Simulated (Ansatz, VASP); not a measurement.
## KI: VASP beside Ansatz

```
K I
1.0
     2.48316   -3.78000    0.00000
     2.48316    3.78000    0.00000
     0.00000    0.00000    4.96632
K I
1 1
Direct
  0.00000 0.00000 0.00000
  0.50000 0.50000 0.50000
```

Alike in both runs: task relaxation of cell and atoms; functional PBE; dispersion D3(BJ); k mesh 6 × 6 × 6; occupations gaussian, width 0.02 eV; no spin polarisation.

|  | VASP | Ansatz |
| --- | --- | --- |
| version | VASP 6.6.1 | Ansatz 0.2.0 |
| potentials or method | VASP PAW PBE potentials, release 64 (K_sv, I) | scalar-relativistic, plane waves, PAW |
| plane-wave cutoff (eV) | 600 | 420 |
| valence electrons in the cell | 16 | 26 |

```csv
,VASP,Ansatz,Ansatz less VASP
"gap on the k mesh at the Fermi level, each at its own relaxed structure (eV)",3.42,3.43,+0.009
relaxed volume (Å³/atom),38.09,38.02,-0.066
relaxed cell length with the largest relative difference (Å),4.242,4.238,-0.0040
energy change over the relaxation (meV/atom),-103,-104,-1.0
```

The two sets of potentials don't hold the same shells in valence.

Caveats: the volume moved by over 15 % at a fixed basis, so the end points are rough; spin-orbit coupling is left out, which moves the levels of the heavy elements. A k mesh can miss the band edges.
